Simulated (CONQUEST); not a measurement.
**HfO2 under changes of volume**

One of the cells (10.955 Å³/atom); the others are scaled copies at fixed shape and fractional positions:

```
CELL_PARAMETERS angstrom
5.00476 0.00000 0.00000
0.00000 5.03269 0.00000
0.00000 0.00000 5.21946
ATOMIC_POSITIONS crystal
Hf 0.73252 0.74144 0.96699
Hf 0.73252 0.24144 0.53301
Hf 0.26748 0.74144 0.46699
Hf 0.26748 0.24144 0.03301
O 0.92865 0.87927 0.63213
O 0.92865 0.37927 0.86787
O 0.53988 0.49229 0.23395
O 0.53988 0.99229 0.26605
O 0.46012 0.99229 0.76605
O 0.46012 0.49229 0.73395
O 0.07135 0.87927 0.13213
O 0.07135 0.37927 0.36787
```

Measurements of this composition are mostly on another form, of space group No. 14.

- Program: CONQUEST 1.3
- Functional: PBE
- Potentials or basis: PseudoDojo NC PBE, SZP, grid of 60 × 60 × 60 points
- k mesh: 6 × 5 × 5
- Occupations: fermi-dirac, width 0.05 eV
- Spin: no spin polarisation

```csv
volume (Å³/atom),energy over the lowest point (meV/atom),pressure (GPa),gap on the mesh (eV)
10.298,127.77,35.0,4.16
10.517,?,?,?
10.736,52.02,20.8,4.02
10.955,27.97,14.7,3.96
11.175,11.63,9.4,3.89
11.394,2.45,4.2,3.82
11.613,0.00,-0.4,3.76
```

Task: What does the run at 10.517 Å³/atom give?

Result: Energy over the lowest point 85.00 meV/atom; pressure 27.6 GPa; gap on the mesh 4.09 eV.

Worked out: A Birch-Murnaghan fit of order 3 (a polynomial in V^(-2/3)) to the other rows has its minimum at 11.60 Å³/atom with B0 = V·E''(V) = 228 GPa and B' = 4.3 at fixed shape and positions, which overstates the stiffness. It gives 85.05 meV/atom at 10.517 Å³/atom, against the run's 85.00, and -dE/dV = 27.6 GPa, against 27.6. A straight line through the other rows of the gap, of slope -3.34 eV per unit of ln V, gives 4.09 eV, against the run's 4.09.

Energies are extrapolated to zero smearing.

Caveats: the atomic basis is small; the real-space grid is too coarse here: the forces don't sum to zero and aren't listed, and the energy moves when atoms move against the grid; spin-orbit coupling is left out, which moves the levels of the heavy elements; an odd mesh through Γ misses points on the zone boundary, where band edges often lie; the basis of atomic orbitals isn't converged, which shifts pressures, moduli and gaps.
